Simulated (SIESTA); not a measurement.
## As under changes of volume

One of the cells (21.961 Å³/atom); the others are scaled copies at fixed shape and fractional positions:

```
CELL_PARAMETERS angstrom
1.89325 1.09307 3.53733
-1.89325 1.09307 3.53733
0.00000 -2.18614 3.53733
ATOMIC_POSITIONS crystal
As 0.22600 0.22600 0.22600
As 0.77400 0.77400 0.77400
```

| Quantity | Value |
| --- | --- |
| Program | SIESTA 5.4.2 |
| Functional | PBE |
| Potentials or basis | PseudoDojo 0.4 standard (PBE files) |
| Basis | DZP (energy shift 0.003 Ry; two zetas on semicore shells) |
| Grid cutoff | 500 Ry |
| Energy shift | 0.003 Ry |
| k mesh | 9 × 9 × 9 |
| Occupations | fermi-dirac, width 0.05 eV |
| Spin | no spin polarisation |

| volume (Å³/atom) | energy over the lowest point (meV/atom) | pressure (GPa) | largest force (eV/Å) |
| --- | --- | --- | --- |
| 20.239 | ? | ? | ? |
| 20.669 | 68.69 | 10.0 | 1.169 |
| 21.100 | 44.65 | 7.9 | 1.036 |
| 21.961 | 12.56 | 4.2 | 0.711 |
| 22.392 | 3.50 | 2.6 | 0.592 |
| 22.822 | 0.00 | 1.2 | 0.484 |

Q: What does the run at 20.239 Å³/atom give?

A: Energy over the lowest point 98.45 meV/atom; pressure 12.2 GPa; largest force 1.346 eV/Å.

Worked out: A Birch-Murnaghan fit of order 3 (a polynomial in V^(-2/3)) to the other rows has its minimum at 22.95 Å³/atom, just outside them, with B0 = V·E''(V) = 93 GPa (rough, since the energies scatter) at fixed shape and positions, which overstates the stiffness. It gives 97.69 meV/atom at 20.239 Å³/atom, against the run's 98.45, and -dE/dV = 11.8 GPa, against 12.2.

Energies are extrapolated to zero smearing.

Caveats: the basis of atomic orbitals isn't converged, which shifts pressures, moduli and gaps; forces of over 1 eV/Å show positions far from the minimum, so gaps and moduli don't describe the material at rest (some runs).
